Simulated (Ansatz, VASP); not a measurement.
## V in VASP and in Ansatz

File INCAR:

```
SYSTEM = V
PREC = Accurate ; ENCUT = 520
EDIFF = 1E-6 ; ISMEAR = -1
SIGMA = 0.091 ; LREAL = .FALSE.
LASPH = .TRUE. ; NELM = 100
ALGO = Normal ; ISIF = 2
LWAVE = .FALSE. ; LCHARG = .FALSE.
GGA = PE ; NBANDS = 12
```

KPOINTS

```
regular mesh
0
G
  15 15 15
  0 0 0
```

POSCAR

```
V
1.0
   -1.5115840000      1.5115840000      1.5115840000
    1.5115840000     -1.5115840000      1.5115840000
    1.5115840000      1.5115840000     -1.5115840000
V
1
Direct
    0.0000000000      0.0000000000      0.0000000000
```

Input for Ansatz:

```yaml
crystal:
  lattice:
    - [-1.511584, 1.511584, 1.511584]
    - [1.511584, -1.511584, 1.511584]
    - [1.511584, 1.511584, -1.511584]
  atoms:
    - { symbol: V, position: [0.0, 0.0, 0.0] }
  symmetry: { tolerance: 0.0003 }
kpoints:
  mp_grid: { grid: [15, 15, 15], shift: [0, 0, 0] }
  band_path:
    path:
      - [0.0, 0.0, 0.0]
      - [0.5, -0.5, 0.5]
      - [0.0, 0.0, 0.5]
      - [0.0, 0.0, 0.0]
      - [0.25, 0.25, 0.25]
      - [0.5, -0.5, 0.5]
      - [0.25, 0.25, 0.25]
      - [0.0, 0.0, 0.5]
    npoints: 8
magnetization:
  spin_polarized: false
scf:
  occupations: { method: fermi_dirac, width: 0.091 }
  lower_state_search: "off"
  max_iter: 200
hamiltonian:
  pseudopotentials: { kind: paw }
  xc: pbe
basis:
  ecutwfc: 420
  fft_grid_basis: typed
output:
  forces: true
  stress: true
  eigenvalues: true
  bader: true
  populations: true
  elf: true
  write_potential: true
  volumetric_format: npy
  dos:
    e_range: [-12, 8]
    de: 0.05
    projected: { site_lists: { V: [V] } }
checkpoint:
  read: saved_state
```

Alike in both runs: task single point; functional PBE; k mesh 15 × 15 × 15; occupations fermi-dirac, width 0.091 eV; no spin polarisation.

```csv
,VASP,Ansatz
version,VASP 6.6.1,Ansatz 0.2.0
potentials or method,"VASP PAW PBE potentials, release 64 (V_sv)",PAW plane waves
plane-wave cutoff (eV),520,420
valence electrons in the cell,13,13
```

Ansatz gave:

| Property | Result |
| --- | --- |
| pressure (GPa) | -4.4 |

Task: Estimate VASP's values.

Result: Pressure (GPa): -4.1.
